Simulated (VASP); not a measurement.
# VASP 6.6.1 run: PbS

INCAR

```
LCHARG = .FALSE.
LWAVE = .FALSE.
SIGMA = 0.02
ENCUT = 700
EDIFF = 1E-7
LREAL = .FALSE.
NELMIN = 8
ISIF = 2
IBRION = -1
NSW = 0
ISMEAR = -1
LASPH = .TRUE.
NELM = 72
NBANDS = 17
PREC = Accurate
GGA = PE
```

KPOINTS

```
KPOINTS created by Atomic Simulation Environment
0
Gamma
8 8 8
0 0 0
```

POSCAR

```
Pb S
 1.0000000000000000
    -0.0409198569000000    2.9761851461000002    2.9761851461000002
     2.9761851461000002   -0.0409198569000000    2.9761851461000002
     2.9761851461000002    2.9761851461000002   -0.0409198569000000
 Pb  S
   1   1
Cartesian
  0.0000000000000000  0.0000000000000000  0.0000000000000000
  2.9557252176500004  2.9557252176500004  2.9557252176500000
```

The recommended PBE PAW datasets give the neutral cell 20 valence electrons.

Command

```
mpirun -np 1 vasp_std
```

Q: How does this run end, and what does it give?

A: It converged. Results: gap between bands v and c on the k mesh 0.35 eV; least direct gap on the k mesh 0.45 eV; pressure 0.4 GPa. Band v is the last that the valence electrons fill when counted band by band, and c is the next.

OSZICAR

```
N       E                     dE             d eps       ncg     rms          rms(c)
DAV:   1     0.173201577708E+03    0.17320E+03   -0.11421E+04  2226   0.153E+03
DAV:   2     0.479372256970E+01   -0.16841E+03   -0.16238E+03  2319   0.353E+02
DAV:   3    -0.888108573233E+01   -0.13675E+02   -0.13552E+02  2819   0.100E+02
DAV:   4    -0.926619664208E+01   -0.38511E+00   -0.38456E+00  2823   0.176E+01
DAV:   5    -0.927891168512E+01   -0.12715E-01   -0.12713E-01  3215   0.323E+00    0.442E+00
DAV:   6    -0.876295582545E+01    0.51596E+00   -0.14988E+00  3421   0.801E+00    0.309E+00
DAV:   7    -0.876433285926E+01   -0.13770E-02   -0.14562E-01  2566   0.189E+00    0.182E+00
DAV:   8    -0.876816066833E+01   -0.38278E-02   -0.17509E-02  2621   0.140E+00    0.326E-01
DAV:   9    -0.876754829853E+01    0.61237E-03   -0.39079E-03  3483   0.527E-01    0.885E-02
DAV:  10    -0.876775911057E+01   -0.21081E-03   -0.40356E-04  2549   0.114E-01    0.638E-02
DAV:  11    -0.876776518389E+01   -0.60733E-05   -0.60906E-05  3056   0.837E-02    0.151E-02
DAV:  12    -0.876776613338E+01   -0.94949E-06   -0.42900E-06  2787   0.216E-02    0.355E-03
DAV:  13    -0.876776612494E+01    0.84401E-08   -0.21885E-07  2862   0.497E-03
   1 F= -.87677661E+01 E0= -.87677659E+01  d E =-.447554E-06
```

For comparison, a separate PBE run of the intended cell, on usual settings and not on those above, gives a gap of 0.35 eV on its mesh and a pressure of 0.3 GPa.
